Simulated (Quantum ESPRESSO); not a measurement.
Runs of Quantum ESPRESSO 7.5 on WS2 (Tungstenite). The structure is hexagonal, space group P6_3/mmc (No. 194). Conventional cell: a = 3.180 Å, b = 3.180 Å, c = 12.500 Å, α = 90.00°, β = 90.00°, γ = 120.00°. W (site symmetry -6m2) is surrounded by 6 S at 2.41 Å. S (site symmetry 3m) has 3 W at 2.41 Å as nearest neighbours. 

```csv
level,potentials or basis,k mesh,cutoff (eV),form of the LDA correlation,pressure (GPa),largest force (eV/Å)
LDA,PseudoDojo 0.4.1 SR LDA standard,"4 × 4 × 2, shifted",952,PW92,(a),0.44
BLYP,PseudoDojo 0.4.1 SR PBE standard,"4 × 4 × 2, shifted",1007,-,(c),(b)
WC,PseudoDojo 0.4.1 SR PBE standard,"4 × 4 × 2, shifted",1007,-,-1.9,0.07
LDA,PseudoDojo 0.4.1 SR LDA standard,4 × 4 × 2,952,PW92,-6.3,0.44
PBEsol,PseudoDojo 0.4.1 SR PBEsol standard,"4 × 4 × 2, shifted",1007,-,-3.1,0.21
```

Alike in all rows: task dielectric tensor; no spin polarisation; cell as given; smearing fermi-dirac 0.05 eV; the mesh is coarse, so values aren't converged.

Question: Estimate the missing entries.

Answer: (a) -6.4; (b) 0.52; (c) 9.4.

Caveats: all runs use coarse meshes; the cell is more than 3 GPa from zero pressure, which shifts response properties (some runs); this functional lacks dispersion, which binds the layers, so the pressure and a relaxed spacing across them are unreliable (some runs); the potentials were made for another functional, which shifts forces and pressure (some runs).

Runs at the PBE level aren't shown here.
